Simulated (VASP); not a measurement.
# Ba (P6/mmm) in VASP: notebook

One crystal, Ba, is run at these levels: LDA; tasks: single point.

Everything below comes from runs of VASP 6.6.1. Logs are shortened: lines on timing, memory, paths and dates and some standing lists are left out, and cuts for length are marked.

## (1) Starting point

The structure is hexagonal, space group P6/mmm (No. 191). The conventional cell has a = 4.312 Å, b = 4.312 Å, c = 3.913 Å, α = 90.00°, β = 90.00°, γ = 120.00°. Around Ba (site symmetry 6/mmm) lie 8 Ba at 3.91 to 4.31 Å.

This isn't the form of Ba at room conditions, which is bcc.

## (2) Single point, LDA

File INCAR:

```
SYSTEM = Ba
ADDGRID = .False.
ALGO = Normal
EDIFF = 1E-6
ENCUT = 350
GGA = CA
ISIF = 2
ISMEAR = -1
LASPH = .True.
LCHARG = .False.
LREAL = .False.
LWAVE = .False.
NBANDS = 11
NELM = 100
PREC = Accurate
SIGMA = 0.2
```

File KPOINTS:

```
k-points
0
Gamma
  10 10 10
  0 0 0
```

File POSCAR:

```
Ba
1.0
    4.3116136979      0.0000000000      0.0000000000
   -2.1558068490      3.7339669937      0.0000000000
    0.0000000000      0.0000000000      3.9134133000
Ba
1
Direct
    0.0000000000      0.0000000000      0.0000000000
```

Potentials or basis: VASP PAW LDA potentials, release 64 (Ba_sv).

Run with:

```
cat potpaw_LDA.64/Ba_sv/POTCAR > POTCAR
mpirun -np 1 vasp_std > vasp.out
```

OUTCAR:

```text
SYSTEM = Ba
   EDIFF = 1E-6
   ENCUT = 350
   GGA = CA
   ISIF = 2
   ISMEAR = -1
   LASPH = .True.
   LREAL = .False.
   NELM = 100
   PREC = Accurate

 Found     84 irreducible k-points:

 Following reciprocal coordinates:
            Coordinates               Weight
  0.000000  0.000000  0.000000      1.000000
  0.100000  0.000000  0.000000      6.000000
  0.200000  0.000000  0.000000      6.000000
  0.300000  0.000000  0.000000      6.000000
  0.400000  0.000000  0.000000      6.000000
  0.500000  0.000000  0.000000      3.000000
   k-points           NKPTS =     84   k-points in BZ     NKDIM =     84   number of bands    NBANDS=     11
   number of dos      NEDOS =    301   number of ions     NIONS =      1
   total plane-waves  NPLWV =  18816
   dimension x,y,z NGX =    28 NGY =   28 NGZ =   24
   dimension x,y,z NGXF=    56 NGYF=   56 NGZF=   48
   ions per type =               1
   NGX,Y,Z   is equivalent  to a cutoff of  10.80, 10.80, 10.20 a.u.
   NGXF,Y,Z  is equivalent  to a cutoff of  21.59, 21.59, 20.39 a.u.
 SYSTEM =  Ba
   PREC   = accura    normal or accurate (medium, high low for compatibility)
   ISTART =      0    job   : 0-new  1-cont  2-samecut
   ICHARG =      2    charge: 1-file 2-atom 10-const
   ISPIN  =      1    spin polarized calculation?
   LNONCOLLINEAR =      F non collinear calculations
   LSORBIT =      F    spin-orbit coupling
   LASPH  =      T    aspherical Exc in radial PAW
   ENCUT  =  350.0 eV  25.72 Ry    5.07 a.u.   6.58  6.58  5.97*2*pi/ulx,y,z
   NELM   =    100;   NELMIN=  2; NELMDL= -5     # of ELM steps
   EDIFF  = 0.1E-05   stopping-criterion for ELM
   LREAL  =      F    real-space projection
   EDIFFG = 0.1E-04   stopping-criterion for IOM
   NSW    =      0    number of steps for IOM
   IBRION =     -1    ionic relax: 0-MD 1-quasi-New 2-CG
   NFREE  =      0    steps in history (QN), initial steepest desc. (CG)
   ISIF   =      2    stress and relaxation
   ISYM   =      2    0-nonsym 1-usesym 2-fastsym
   POTIM  = 0.5000    time-step for ionic-motion
   TEBEG  =    0.0;   TEEND  =   0.0 temperature during run
   PSTRESS=    0.0 pullay stress
   NELECT =      10.0000    total number of electrons
   NUPDOWN=      -1.0000    fix difference up-down
   EMIN   =  10.00;   EMAX   =-10.00  energy-range for DOS
   EFERMI =   0.00;   METHOD = LEGACY
   ISMEAR =    -1;   SIGMA  =   0.20  broadening in eV -4-tet -1-fermi 0-gaus
   EFERMI_NEDOS =   21; number of points for ismear=-14 and -15
   IALGO  =     38    algorithm
   IMIX   =      4    mixing-type and parameters
     AMIX     =   0.40;   BMIX     =  1.00
     AMIX_MAG =   1.60;   BMIX_MAG =  1.00
  volume/ion in A,a.u.               =      63.00       425.17
  Fermi-wavevector in a.u.,A,eV,Ry     =   0.886379  1.675014 10.689660  0.785668
  Thomas-Fermi vector in A             =   2.007537
   LORBIT       =      0    0 simple, 1 ext, 2 COOP (PROOUT), +10 PAW based schemes
   GGA     = CA    functional components
   LHFCALC =     F    Hartree Fock is set to
   AEXX    =    0.0000 exact exchange contribution
   IVDW    =     0    specifies the selected vdW correction
   LEPSILON=     F    determine dielectric tensor
   LRPA    =     F    only Hartree local field effects (RPA)
 non-spin polarized calculation
  energy-cutoff  :      350.00
  volume of cell :       63.00
 maximum number of plane-waves:       966
 NGX is ok and might be reduce to    28
   NGX = 13   NGY = 13   NGZ = 11

 number of electron      10.0000000 magnetization

 number of electron       9.9999999 magnetization

 Free energy of the ion-electron system (eV)
  ---------------------------------------------------
  ext. energy  EPLUGINS =         0.00000000
  ---------------------------------------------------
  free energy    TOTEN  =        -2.14012650 eV

  energy without entropy =       -1.90595966  energy(sigma->0) =       -2.02304308

 E-fermi :   1.3899     XC(G=0):  -7.5979

 val. band max:        1.3420499658   @ k =   0.4000   0.2000   0.3000
 cond. band min:       1.4286695643   @ k =   0.4000   0.2000   0.2000
 fundamental gap:      0.0866195985
 Fermi energy:         1.3898692340

 k-point     1 :       0.0000    0.0000    0.0000
  band No.  band energies     occupation
      1     -27.5368      2.00000
      2     -12.4815      2.00000
      3     -12.4815      2.00000
      4     -12.3751      2.00000
      5      -1.2701      2.00000
      6       1.4674      0.80856
      7       3.1000      0.00039
      8       3.1000      0.00039
      9       6.2935      0.00000
     10       6.2935      0.00000
     11       7.5390      0.00000

 k-point     2 :       0.1000    0.0000    0.0000
  band No.  band energies     occupation
      1     -27.5327      2.00000
      2     -12.5328      2.00000
      3     -12.4929      2.00000
      4     -12.3700      2.00000
      5      -1.0995      1.99999
      6       1.5393      0.64282
      7       2.8460      0.00138
      8       3.2717      0.00016
      9       5.9648      0.00000
     10       6.2486      0.00000
     11       8.0567      0.00000

 k-point     3 :       0.2000    0.0000    0.0000
  band No.  band energies     occupation
      1     -27.5221      2.00000
      2     -12.6633      2.00000
      3     -12.5226      2.00000
      4     -12.3567      2.00000
      5      -0.6416      1.99992
      6       1.7049      0.34296
      7       2.3938      0.01313
      8       3.7732      0.00001
      9       5.3614      0.00000
     10       6.1360      0.00000
     11       8.7123      0.00000

 k-point     4 :       0.3000    0.0000    0.0000
  band No.  band energies     occupation
      1     -27.5088      2.00000
      2     -12.8178      2.00000
      3     -12.5587      2.00000
      4     -12.3402      2.00000
      5      -0.0611      1.99859
      6       1.6968      0.35456
      7       2.2968      0.02123
      8       4.5609      0.00000
      9       4.8317      0.00000
     10       6.0054      0.00000
     11       7.8173      0.00000

 k-point     5 :       0.4000    0.0000    0.0000
  band No.  band energies     occupation
      1     -27.4981      2.00000
      2     -12.9379      2.00000
      3     -12.5876      2.00000
      4     -12.3267      2.00000
      5       0.3598      1.98847
      6       1.6640      0.40507
      7       2.4546      0.00970
      8       4.4882      0.00000
      9       5.5300      0.00000
     10       5.9057      0.00000
     11       7.3746      0.00000

 k-point     6 :       0.5000    0.0000    0.0000
  band No.  band energies     occupation
      1     -27.4940      2.00000
      2     -12.9827      2.00000
      3     -12.5985      2.00000
      4     -12.3216      2.00000
      5       0.4696      1.98013
      6       1.7577      0.27432
      7       2.4877      0.00823
      8       4.3702      0.00000
      9       5.8689      0.00000
     10       6.2038      0.00000
     11       7.3856      0.00000

 [... further k-points ...]

------------------------ aborting loop because EDIFF is reached ----------------------------------------

  FORCE on cell =-STRESS in cart. coord.  units (eV):
  Direction    XX          YY          ZZ          XY          YZ          ZX
  --------------------------------------------------------------------------------------
  -------------------------------------------------------------------------------------
  Total       -0.5579521     -0.5579521     -0.2026822      0.0000000      0.0000000      0.0000000
  in kB      -14.1886634    -14.1886634     -5.1541873      0.0000000      0.0000000      0.0000000
  external PRESSURE =     -11.1771714 kB  Pullay stress =       0.0000000 kB

 VOLUME and BASIS-vectors are now :
 -----------------------------------------------------------------------------
  energy-cutoff  :      350.00
  volume of cell :       63.00
      direct lattice vectors                 reciprocal lattice vectors
     4.311613698  0.000000000  0.000000000     0.231931724  0.133905844  0.000000000
    -2.155806849  3.733966994  0.000000000     0.000000000  0.267811687  0.000000000
     0.000000000  0.000000000  3.913413300     0.000000000  0.000000000  0.255531405

 POSITION                                       TOTAL-FORCE (eV/Angst)
 -----------------------------------------------------------------------------------
      0.00000      0.00000      0.00000         0.000000      0.000000      0.000000
 -----------------------------------------------------------------------------------
    total drift:                                0.000000     -0.000000      0.000000

  FREE ENERGIE OF THE ION-ELECTRON SYSTEM (eV)
  ---------------------------------------------------
  free  energy   TOTEN  =        -2.1401265030 eV

  energy  without entropy=       -1.9059596579  energy(sigma->0) =       -2.02304308
```

OSZICAR:

```text
N       E                     dE             d eps       ncg     rms          rms(c)
DAV:   1     0.418991831315E+02    0.41899E+02   -0.33860E+03  1856   0.543E+02
DAV:   2    -0.212649367996E+00   -0.42112E+02   -0.41176E+02  2199   0.120E+02
DAV:   3    -0.209374582047E+01   -0.18811E+01   -0.18629E+01  2438   0.247E+01
DAV:   4    -0.214576483729E+01   -0.52019E-01   -0.51915E-01  2350   0.402E+00
DAV:   5    -0.214757146737E+01   -0.18066E-02   -0.18065E-02  2639   0.576E-01    0.184E+00
DAV:   6    -0.214272515369E+01    0.48463E-02   -0.45852E-03  2244   0.579E-01    0.108E+00
DAV:   7    -0.214006192986E+01    0.26632E-02   -0.82793E-03  2327   0.764E-01    0.493E-02
DAV:   8    -0.214012215535E+01   -0.60225E-04   -0.37722E-04  2656   0.101E-01    0.144E-02
DAV:   9    -0.214012642072E+01   -0.42654E-05   -0.11778E-05  2329   0.196E-02    0.488E-03
DAV:  10    -0.214012650304E+01   -0.82320E-07   -0.13720E-06  1579   0.598E-03
   1 F= -.21401265E+01 E0= -.20230431E+01  d E =-.234167E+00
```

stdout:

```text
POSCAR found type information on POSCAR Ba
 POSCAR found :  1 types and       1 ions
 scaLAPACK will be used
 LDA part: xc-table for (Slater(with rela. corr.)+CA(PZ))
 , standard interpolation
 POSCAR, INCAR and KPOINTS ok, starting setup
 FFT: planning ... GRIDC
 FFT: planning ... GRID_SOFT
 FFT: planning ... GRID
 WAVECAR not read
 entering main loop
```

It took 8.3 s on 1 thread of Intel Xeon 6975P-C (Granite Rapids), shared host; peak memory 0.15 GiB.

The run converged, but some of its settings lie outside the range that counts as converged, so its numbers aren't taken as properties of the crystal.

Results:

| Quantity | Value |
| --- | --- |
| Free energy | -2.1401 eV |
| Pressure | -1.1 GPa |
| Band gap on the k mesh | none (metal or under the smearing width) |

## (3) Single point, LDA

INCAR is that of step 2.

KPOINTS is that of step 2.

File POSCAR:

```
Ba
1.0
    4.3404360000      0.0427450000      0.0778240000
   -2.1332000000      3.6827230000     -0.0419260000
    0.0706370000     -0.0031590000      3.9204320000
Ba
1
Direct
    0.0107920000      0.0146870000     -0.0229320000
```

Potentials or basis: VASP PAW LDA potentials, release 64 (Ba_sv).

Run with:

```
cat potpaw_LDA.64/Ba_sv/POTCAR > POTCAR
mpirun -np 1 vasp_std > vasp.out
```

It took 44 s on 1 thread of Intel Xeon 6975P-C (Granite Rapids), shared host; peak memory 0.29 GiB.

These settings aren't checked as converged: the numbers below hold their error.

What came out:

- Free energy: -2.1408 eV
- Pressure: -1.1 GPa
- Band gap on the k mesh: none (metal or under the smearing width)

## (4) Single point, LDA

Changes to INCAR since step 3:

```diff
@@ -4,3 +4,3 @@
 EDIFF = 1E-6
-ENCUT = 350
+ENCUT = 450
 GGA = CA
```

KPOINTS is that of step 3.

File POSCAR:

```
Ba
1.0
    4.3116136979      0.0000000000      0.0000000000
   -2.1558068490      3.7339669937      0.0000000000
    0.0000000000      0.0000000000      3.9134133000
Ba
1
Direct
    0.0000000000      0.0000000000      0.0000000000
```

Run with:

```
cat potpaw_LDA.64/Ba_sv/POTCAR > POTCAR
mpirun -np 1 vasp_std > vasp.out
```

It took 13 s on 1 thread of Intel Xeon 6975P-C (Granite Rapids), shared host; peak memory 0.17 GiB.

The run converged, but some of its settings lie outside the range that counts as converged, so its numbers aren't taken as properties of the crystal.

What came out:

| Item | Value |
| --- | --- |
| Free energy | -2.1400 eV |
| Pressure | -1.1 GPa |
| Band gap on the k mesh | none (metal or under the smearing width) |

## (5) Single point, LDA

INCAR is that of step 4.

KPOINTS is that of step 4.

File POSCAR:

```
Ba
1.0
    4.3404360000      0.0427450000      0.0778240000
   -2.1332000000      3.6827230000     -0.0419260000
    0.0706370000     -0.0031590000      3.9204320000
Ba
1
Direct
    0.0107920000      0.0146870000     -0.0229320000
```

Potentials or basis: VASP PAW LDA potentials, release 64 (Ba_sv).

Run with:

```
cat potpaw_LDA.64/Ba_sv/POTCAR > POTCAR
mpirun -np 1 vasp_std > vasp.out
```

OUTCAR:

```text
SYSTEM = Ba
   EDIFF = 1E-6
   ENCUT = 450
   GGA = CA
   ISIF = 2
   ISMEAR = -1
   LASPH = .True.
   LREAL = .False.
   NELM = 100
   PREC = Accurate

 Found    504 irreducible k-points:

 Following reciprocal coordinates:
            Coordinates               Weight
  0.000000  0.000000  0.000000      1.000000
  0.100000  0.000000 -0.000000      2.000000
  0.200000  0.000000 -0.000000      2.000000
  0.300000 -0.000000  0.000000      2.000000
  0.400000 -0.000000 -0.000000      2.000000
  0.500000 -0.000000  0.000000      1.000000
[... 159 lines left out ...]
------------------------ aborting loop because EDIFF is reached ----------------------------------------

  FORCE on cell =-STRESS in cart. coord.  units (eV):
  Direction    XX          YY          ZZ          XY          YZ          ZX
  --------------------------------------------------------------------------------------
  -------------------------------------------------------------------------------------
  Total       -0.5854969     -0.5071281     -0.2165638     -0.0549293     -0.0023786      0.0539699
  in kB      -14.8891261    -12.8962162     -5.5071947     -1.3968472     -0.0604876      1.3724488
  external PRESSURE =     -11.0975123 kB  Pullay stress =       0.0000000 kB

 VOLUME and BASIS-vectors are now :
 -----------------------------------------------------------------------------
  energy-cutoff  :      450.00
  volume of cell :       63.00
      direct lattice vectors                 reciprocal lattice vectors
     4.340436000  0.042745000  0.077824000     0.229156949  0.132692299 -0.004021951
    -2.133200000  3.682723000 -0.041926000    -0.002663728  0.269998278  0.000265553
     0.070637000 -0.003159000  3.920432000    -0.004577452  0.000253366  0.255156610

 POSITION                                       TOTAL-FORCE (eV/Angst)
 -----------------------------------------------------------------------------------
      0.08453      0.05146      3.83075        -0.000000      0.000000      0.000000
 -----------------------------------------------------------------------------------
    total drift:                               -0.000002     -0.000001     -0.000005

  FREE ENERGIE OF THE ION-ELECTRON SYSTEM (eV)
  ---------------------------------------------------
  free  energy   TOTEN  =        -2.1406666382 eV

  energy  without entropy=       -1.9062187877  energy(sigma->0) =       -2.02344271
```

stdout:

```text
POSCAR found type information on POSCAR Ba
 POSCAR found :  1 types and       1 ions
 scaLAPACK will be used
 LDA part: xc-table for (Slater(with rela. corr.)+CA(PZ))
 , standard interpolation
 POSCAR, INCAR and KPOINTS ok, starting setup
 FFT: planning ... GRIDC
 FFT: planning ... GRID_SOFT
 FFT: planning ... GRID
 WAVECAR not read
 entering main loop
```

It took 72 s on 1 thread of Intel Xeon 6975P-C (Granite Rapids), shared host; peak memory 0.37 GiB.

The run converged, but some of its settings lie outside the range that counts as converged, so its numbers aren't taken as properties of the crystal.

What came out:

- Free energy: -2.1407 eV
- Pressure: -1.1 GPa
- Band gap on the k mesh: none (metal or under the smearing width)

[end of part 1 of 2]
